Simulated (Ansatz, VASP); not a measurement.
ZnAu: VASP beside Ansatz

INCAR

```
SYSTEM = ZnAu
PREC = Accurate
ENCUT = 520
EDIFF = 1E-7
ISMEAR = -1
SIGMA = 0.05
LREAL = .FALSE.
LASPH = .TRUE.
NELM = 100
ALGO = Normal
ISIF = 2
LWAVE = .FALSE.
LCHARG = .TRUE.
GGA = PE
LELF = .TRUE.
LVHAR = .TRUE.
NBANDS = 18
```

KPOINTS

```
regular mesh
0
G
  8 8 8
  0 0 0
```

File POSCAR:

```
ZnAu
1.0
    3.1470000000      0.0000000000      0.0000000000
    0.0000000000      3.1470000000      0.0000000000
    0.0000000000      0.0000000000      3.1470000000
Au Zn
1 1
Direct
    0.0000000000      0.0000000000      0.0000000000
    0.5000000000      0.5000000000      0.5000000000
```

The input input.yaml:

```yaml
crystal:
  lattice:
    - [3.147, 0.0, 0.0]
    - [0.0, 3.147, 0.0]
    - [0.0, 0.0, 3.147]
  atoms:
    - { symbol: Au, position: [0.0, 0.0, 0.0] }
    - { symbol: Zn, position: [0.5, 0.5, 0.5] }
hamiltonian:
  xc: pbe
  pseudopotentials: { kind: paw }
kpoints:
  mp_grid: { grid: [8, 8, 8] }
scf:
  occupations: { method: fermi_dirac, width: 0.05 }
output:
  forces: true
  stress: true
  eigenvalues: true
```

Alike in both runs: task single point; functional PBE; k mesh 8 × 8 × 8; occupations fermi-dirac, width 0.05 eV; no spin polarisation.

```csv
,VASP,Ansatz
version,VASP 6.6.1,Ansatz 0.2.0
potentials or method,"VASP PAW PBE potentials, release 64 (Au, Zn)",Ansatz PAW
plane-wave cutoff (eV),520,420
valence electrons in the cell,23,31
```

VASP gave:

- gap on the k mesh at the Fermi level (eV): none
- pressure (GPa): 5.2

Q: Estimate Ansatz's values.

A: gap on the k mesh at the Fermi level (eV): none; pressure (GPa): 5.1.

A gap of «none» marks a metal or a gap that the smearing closes. The functional is the same, so the differences come from potentials, cutoffs and numerics. The two sets of potentials don't hold the same shells in valence.

Spin-orbit coupling is left out, which matters for the levels of Au.
